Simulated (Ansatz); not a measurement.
**NbC: one crystal by all-electron and frozen-core methods**

Does the method matter for NbC? The same cell, functional and mesh are run with full-potential LAPW, PAW with frozen cores and all-electron PAW on datasets made for the crystal.

Program: Ansatz 0.2.0. Level of theory: DFT PBEsol, scalar-relativistic. These are calculated values, not measurements.

## 1. The structure to begin with

The structure is cubic, space group Fm-3m (No. 225). Conventional cell: a = 4.400 Å, b = 4.400 Å, c = 4.400 Å, α = 90.00°, β = 90.00°, γ = 90.00°. Nb (site symmetry m-3m) has 6 C at 2.20 Å as nearest neighbours. Around C (site symmetry m-3m) lie 6 Nb at 2.20 Å.

Coordinates:

```xyz
2
Lattice="0.0000 2.2000 2.2000 2.2000 0.0000 2.2000 2.2000 2.2000 0.0000" Properties=species:S:1:pos:R:3 pbc="T T T"
Nb    0.0000    0.0000    0.0000
C     2.2000    2.2000    2.2000
```

The cell comes from a crystallographic database entry that wasn't checked; take it as a given geometry, which may be far from equilibrium.

Atoms are numbered in the order of the input: Nb1, C2.

## 2. Full-potential LAPW

input.yaml

```yaml
crystal:
  lattice:
    - [0.0, 2.2, 2.2]
    - [2.2, 0.0, 2.2]
    - [2.2, 2.2, 0.0]
  atoms:
    - { symbol: Nb, position: [0.0, 0.0, 0.0] }
    - { symbol: C, position: [0.5, 0.5, 0.5] }
kpoints:
  mp_grid: { grid: [14, 14, 14] }
  band_path:
    path:
      - [0.0, 0.0, 0.0]
      - [0.5, 0.0, 0.5]
      - [0.625, 0.25, 0.625]
      - [0.375, 0.375, 0.75]
      - [0.0, 0.0, 0.0]
      - [0.5, 0.5, 0.5]
      - [0.5, 0.25, 0.75]
      - [0.5, 0.0, 0.5]
    npoints: 14
scf:
  occupations: { method: fermi_dirac, width: 0.05 }
hamiltonian:
  xc: pbesol
  pseudopotentials: { kind: all_electron, lapw: { basis_error: 0.001 } }
output:
  forces: true
  stress: true
  eigenvalues: true
  populations: true
  dos: { projected: true, de: 0.2, e_range: [-14, 8] }
```

Started as:

```bash
$ ansatz run input.yaml --threads 1 --pin off --max-ram 3072MiB --backend cpu --events-out ev --progress --plain --runs-dir out
```

## 3. PAW with frozen cores

Changes to input.yaml since step 2:

```diff
@@ -25,3 +25,3 @@
   xc: pbesol
-  pseudopotentials: { kind: all_electron, lapw: { basis_error: 0.001 } }
+  pseudopotentials: { kind: paw }
 output:
@@ -30,3 +30,9 @@
   eigenvalues: true
+  efg: { contact_densities: true }
   populations: true
+  bader: true
   dos: { projected: true, de: 0.2, e_range: [-14, 8] }
+  write_density: true
+  write_potential: true
+  elf: true
+  volumetric_format: npy
```

## 4. All-electron PAW on datasets made for the crystal

Changes to input.yaml since step 3:

```diff
@@ -20,3 +20,3 @@
       - [0.5, 0.0, 0.5]
-    npoints: 14
+    npoints: 8
 scf:
@@ -25,3 +25,3 @@
   xc: pbesol
-  pseudopotentials: { kind: paw }
+  pseudopotentials: { kind: all_electron, datasets: crystal }
 output:
@@ -31,8 +31 @@
   efg: { contact_densities: true }
-  populations: true
-  bader: true
-  dos: { projected: true, de: 0.2, e_range: [-14, 8] }
-  write_density: true
-  write_potential: true
-  elf: true
-  volumetric_format: npy
```

(Steps that only read results are left out.)

Q: Predict the outcome of this session. Wanted: pressure; gap; Bader charges; highest ELF.

As calculated:

| quantity | value |
| --- | --- |
| pressure | LAPW 11.58, PAW 11.63, crystal datasets 11.58 GPa |
| gap (LAPW) | none |
| Bader charges (PAW) | Nb1 +1.71, C2 -1.71 e |
| highest ELF (PAW) | 0.78, 0.69 Å from C |

The pressure of 11.6 GPa pushes the cell to expand, with the atoms held in place. The count of 37 electrons in bands leaves a band partly filled, so there is no gap. Within 0.3 eV of the Fermi level the largest projected share is Nb 4d (71 %). The projection holds only the free atom's occupied shells (Nb 5s, Nb 4p, Nb 4d, C 2s, C 2p in this range). PAW lies +0.06 GPa from LAPW in pressure.
